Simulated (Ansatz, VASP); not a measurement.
## Na in VASP and in Ansatz

The input INCAR:

```
SYSTEM = Na
  PREC = Accurate
  ENCUT = 520
  EDIFF = 1E-7
  ISMEAR = -1
  SIGMA = 0.05
  LREAL = .False.
  LASPH = .True.
  NELM = 60
  ALGO = Normal
  ISIF = 2
  LWAVE = .False.
  LCHARG = .False.
  GGA = PE
  NBANDS = 22
```

KPOINTS

```
regular mesh
0
Gamma
  8 8 3
  0 0 0
```

The input POSCAR:

```
Na
1.0
    3.6503718133      0.0000000000      0.0000000000
   -1.8251859066      3.1613147235      0.0000000000
    0.0000000000      0.0000000000     12.3678775047
Na
4
Direct
    0.6666666667      0.3333333333      0.7500000000
    0.0000000000      0.0000000000      0.5000000000
    0.3333333333      0.6666666667      0.2500000000
    0.0000000000      0.0000000000      0.0000000000
```

input.yaml

```yaml
crystal:
  lattice:
    - [3.6503718133, 0.0, 0.0]
    - [-1.8251859066, 3.1613147235, 0.0]
    - [0.0, 0.0, 12.3678775047]
  atoms:
    - { symbol: Na, position: [0.6666666667, 0.3333333333, 0.75] }
    - { symbol: Na, position: [0.0, 0.0, 0.5] }
    - { symbol: Na, position: [0.3333333333, 0.6666666667, 0.25] }
    - { symbol: Na, position: [0.0, 0.0, 0.0] }
hamiltonian:
  xc: pbe
  pseudopotentials: { kind: paw }
kpoints:
  mp_grid: { grid: [8, 8, 3] }
scf:
  occupations: { method: fermi_dirac, width: 0.05 }
output:
  forces: true
  stress: true
  eigenvalues: true
  write_density: true
  write_potential: true
  elf: true
  volumetric_format: npy
```

Change from the starting cell: volume scaled by 0.96.

Alike in both runs: task single point; functional PBE; k mesh 8 × 8 × 3; occupations fermi-dirac, width 0.05 eV; no spin polarisation.

|  | VASP | Ansatz |
| --- | --- | --- |
| version | VASP 6.6.1 | Ansatz 0.2.0 |
| potentials or method | VASP PAW PBE potentials, release 64 (Na_pv) | Ansatz PAW |
| plane-wave cutoff (eV) | 520 | 420 |
| valence electrons in the cell | 28 | 36 |

|  | VASP | Ansatz | Ansatz less VASP |
| --- | --- | --- | --- |
| gap on the k mesh at the Fermi level (eV) | none | none | - |
| pressure (GPa) | 0.3 | 0.3 | 0.00 |
| largest component of the traceless stress (GPa) | 0.69 | 0.69 | 0.000 |

A gap of «none» marks a metal or a gap that the smearing closes. The functional is the same, so the differences come from potentials, cutoffs and numerics. The two sets of potentials don't hold the same shells in valence.
